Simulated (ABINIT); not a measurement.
Here is an ABINIT 10.8.3 (patched build) calculation.

The input run.abi:

```
# Pseudopotentials
pp_dirpath "./"
pseudos "Ga.upf, N.upf"

# Structure
acell 3*1.0 Angstrom
rprim
     0.0000000000     2.2535006075     2.2535006075
     2.2535006075     0.0000000000     2.2535006075
     2.2535006075     2.2535006075     0.0000000000
ntypat 2
znucl 31 7
natom 2
typat 1 2
xred
     0.0000000000     0.0000000000     0.0000000000
     0.2500000000     0.2500000000     0.2500000000

# Plane-wave basis
ecut 979.609905 eV

# k points
kptopt 1
ngkpt 8 8 8
nshiftk 1
shiftk 0.0 0.0 0.0

# Exchange and correlation
ixc -116133

# Bands and occupations
nband 13
occopt 3
tsmear 0.00183747

# SCF cycle
nstep 100
tolvrs 1.0e-10

# Output
iomode 3
prtwf 0
prteig 0
prtebands 0
enunit 1
prtden 1
prtvha 1
prtvclmb 1
prtpot 1
prtelf 1
```

Potentials or basis: PseudoDojo NC SR PBEsol v0.4.1 standard.

Run with:

```console
$ abinit run.abi > log 2>&1
```

(1) Estimate the pressure.

(2) Estimate the band gap on the k mesh.

## Answers

(1) -3.0 GPa.

(2) 1.70 eV, direct.

**The experiment to reproduce.**

From a printed reference work, textbook, for a bulk crystal of GaN at 0 K: band gap 3.299 eV (direct).

Against the measured gap of GaN, 3.299 eV (direct; 0 K; a printed reference work, textbook), the calculated 1.70 eV is off by -1.59 eV. Spin-orbit coupling on Ga is left out. The value is that of PBEsol, without temperature or zero-point motion. Semilocal functionals fall short of measured gaps as a rule. The cell is a database's relaxed one, not the measured one, which moves gaps too.
